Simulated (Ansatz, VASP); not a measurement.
## One calculation of Cu, two programs

INCAR

```
ALGO = Normal
EDIFF = 1E-6
ENCUT = 520
GGA = RP
ISIF = 2
ISMEAR = -1
LASPH = True
LCHARG = False
LREAL = False
LWAVE = False
NBANDS = 18
NELM = 100
PREC = Accurate
SIGMA = 0.1
```

The input KPOINTS:

```
k-points
0
Gamma
  16 16 8
```

File POSCAR:

```
Cu
1.0
    2.5620799073      0.0000000000      0.0000000000
   -1.2810399537      2.2188262863      0.0000000000
    0.0000000000      0.0000000000      4.1943397628
Cu
2
Direct
    0.3333333333      0.6666666667      0.2500000000
    0.6666666667      0.3333333333      0.7500000000
```

Input for Ansatz:

```yaml
crystal:
  lattice:
    - [2.5620799073, 0.0, 0.0]
    - [-1.2810399537, 2.2188262863, 0.0]
    - [0.0, 0.0, 4.1943397628]
  atoms:
    - { symbol: Cu, position: [0.3333333333, 0.6666666667, 0.25] }
    - { symbol: Cu, position: [0.6666666667, 0.3333333333, 0.75] }
hamiltonian:
  xc: rpbe
  pseudopotentials:
    kind: paw
    azcp:
      Cu: "pseudopotentials/Cu.paw.azcp"
basis:
  ecutwfc: 420
  fft_grid_basis: typed
kpoints:
  mp_grid: { grid: [16, 16, 8], shift: [0, 0, 0] }
magnetization:
  spin_polarized: false
scf:
  occupations: { method: fermi_dirac, width: 0.1 }
  lower_state_search: "off"
output:
  stress: true
  write_density: true
  write_potential: true
  elf: true
  volumetric_format: npy
```

Alike in both runs: task single point; functional RPBE; k mesh 16 × 16 × 8; occupations fermi-dirac, width 0.1 eV; no spin polarisation.

|  | VASP | Ansatz |
| --- | --- | --- |
| version | VASP 6.6.1 | Ansatz 0.2.0 |
| potentials or method | VASP PAW PBE potentials, release 64 (Cu) | plane waves (420 eV) with PAW, scalar-relativistic |
| plane-wave cutoff (eV) | 520 | 420 |
| valence electrons in the cell | 22 | 38 |

```csv
,VASP,Ansatz,Ansatz less VASP
pressure (GPa),6.3,5.5,-0.83
```

The two sets of potentials don't hold the same shells in valence.

Caveats: the PAW data sets were made with another functional, which shifts forces and pressure a little (VASP).
